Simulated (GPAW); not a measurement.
The system is Ti.

```xyz
2
Lattice="2.9500 0.0000 0.0000 -1.4750 2.5548 0.0000 0.0000 0.0000 4.6800" Properties=species:S:1:pos:R:3 pbc="T T T"
Ti    1.4750    0.8516    3.5100
Ti    0.0000    1.7032    1.1700
```

- Program: GPAW 26.7.0
- Task: relaxation of cell and atoms
- Functional: revPBE
- Dispersion: D3
- Potentials or basis: the program's PAW data sets (release 1.2.1) made for this functional
- Cutoff: 600 eV
- Basis: pw
- k mesh: 7 × 7 × 4
- Occupations: fermi-dirac, width 0.05 eV
- Spin: no spin polarisation

At the start: pressure -8.5 GPa; volume 17.64 Å³/atom.

Question: How do energy, volume and symmetry change on relaxing?

Answer: Over 6 steps the energy falls by 31.3 meV/atom and the volume is 16.26 Å³/atom (-7.8 %); space group P6_3/mmc (No. 194, to 0.05 Å).

Step by step:
| step | energy change (eV) | largest force (eV/Å) | pressure (GPa) | volume (Å³) |
| --- | --- | --- | --- | --- |
| 1 | 0.0000 | 0.0000 | -8.54 | 35.27 |
| 2 | -0.0291 | 0.0001 | -6.67 | 34.57 |
| 3 | -0.0605 | 0.0008 | 0.50 | 32.37 |
| 4 | -0.0621 | 0.0001 | -0.01 | 32.50 |
| 5 | -0.0622 | 0.0002 | -0.04 | 32.51 |
| 6 | -0.0626 | 0.0005 | -0.07 | 32.52 |

Final structure:
```xyz
2
Lattice="2.8629 0.0000 0.0000 -1.4315 2.4794 0.0000 0.0000 0.0000 4.5808" Properties=species:S:1:pos:R:3 pbc="T T T"
Ti    1.4315    0.8265    3.4356
Ti    0.0000    1.6529    1.1452
```

Caveat: later steps reuse the first step's grids; pairwise dispersion overbinds metals, which lowers pressure and volume.
